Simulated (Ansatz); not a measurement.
**Be under changes of volume**

One of the cells (8.105 Å³/atom); the others are scaled copies at fixed shape and fractional positions:

```xyz
2
Lattice="2.2853 0.0000 0.0000 -1.1426 1.9791 0.0000 0.0000 0.0000 3.5842" Properties=species:S:1:pos:R:3 pbc="T T T"
Be    1.1427    0.6597    2.6882
Be    0.0000    1.3194    0.8961
```

```yaml
Program: Ansatz 0.2.0
Functional: LDA
Potentials_or_basis: all-electron LAPW, scalar-relativistic
Cutoff: 141 eV (chosen from the basis error)
Basis_error_allowed: 0.001 eV/atom
k_mesh: 13 × 13 × 8
Occupations: fermi-dirac, width 0.05 eV
Spin: no spin polarisation
```

| volume (Å³/atom) | energy over the lowest point (meV/atom) | pressure (GPa) |
| --- | --- | --- |
| 7.619 | 0.00 | -1.2 |
| 7.781 | 2.58 | -3.8 |
| 7.943 | 7.65 | -6.1 |
| 8.105 | 15.02 | -8.3 |
| 8.268 | 24.37 | -10.2 |
| 8.430 | 35.67 | -12.0 |
| 8.592 | ? | ? |

Question: What does the run at 8.592 Å³/atom give?

Answer: Energy over the lowest point 48.67 meV/atom; pressure -13.7 GPa.

Worked out: A Birch-Murnaghan fit of order 3 (a polynomial in V^(-2/3)) to the other rows has its minimum at 7.54 Å³/atom, just outside them, with B0 = V·E''(V) = 130 GPa and B' = 3.4 at fixed shape and positions, which overstates the stiffness. It gives 48.61 meV/atom at 8.592 Å³/atom, against the run's 48.67, and -dE/dV = -13.6 GPa, against -13.7.

Energies are extrapolated to zero smearing.
